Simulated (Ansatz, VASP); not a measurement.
# Two plane-wave programs on Si

```xyz
2
Lattice="0.0000 2.7348 2.7348 2.7348 0.0000 2.7348 2.7348 2.7348 0.0000" Properties=species:S:1:pos:R:3 pbc="T T T"
Si    2.7348    2.7348    2.7348
Si    4.1021    4.1021    4.1021
```

Alike in both runs: functional PBE; k mesh 10 × 10 × 10; occupations gaussian, width 0.02 eV; no spin polarisation.

Ansatz relaxed the structure, and its values are those at the end. VASP's run is a single point on that final structure, the one shown.

|  | VASP | Ansatz |
| --- | --- | --- |
| version | VASP 6.6.1 | Ansatz 0.2.0 |
| potentials or method | VASP PAW PBE potentials, release 64 (Si) | scalar-relativistic, plane waves, PAW |
| plane-wave cutoff (eV) | 520 | 420 |
| valence electrons in the cell | 8 | 8 |

VASP gave:

```
gap on the k mesh at the Fermi level (eV) : 0.62
least direct gap on the mesh (eV)         : 2.56
pressure (GPa)                            : 0.0
```

Problem. Estimate Ansatz's values.

Solution. gap on the k mesh at the Fermi level (eV): 0.62; least direct gap on the mesh (eV): 2.55; pressure (GPa): 0.0.

A k mesh can miss the band edges.
